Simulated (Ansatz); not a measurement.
Cu:

```
CELL_PARAMETERS angstrom
0.00000 1.80750 1.80750
1.80750 0.00000 1.80750
1.80750 1.80750 0.00000
ATOMIC_POSITIONS crystal
Cu 0.00000 0.00000 0.00000
```

| Property | Result |
| --- | --- |
| Program | Ansatz 0.2.0 |
| Task | relaxation of cell and atoms |
| Functional | BLYP |
| Potentials or basis | all-electron LAPW, scalar-relativistic |
| Basis error allowed | 0.001 eV/atom |
| k mesh | 13 × 13 × 13 |
| Occupations | fermi-dirac, width 0.05 eV |
| Spin | no spin polarisation |

At the start: volume 11.81 Å³/atom.

**Question.** How do energy, volume and symmetry change on relaxing?

**Answer.** Over 5 steps the energy falls by 24.2 meV/atom and the volume is 12.66 Å³/atom (+7.2 %); space group Fm-3m (No. 225, to 0.05 Å).

Step by step:
```
step  energy change (eV)  largest force (eV/Å)  volume (Å³)
   1              0.0000                0.0000        11.81
   2             -0.0178                0.0000        12.21
   3             -0.0241                0.0000        12.61
   4             -0.0242                0.0000        12.66
   5             -0.0242                0.0000        12.66
```

Final structure:
```
Cu
1.0
     0.00000    1.84987    1.84987
     1.84987    0.00000    1.84987
     1.84987    1.84987    0.00000
Cu
1
Direct
  0.00000 0.00000 0.00000
```
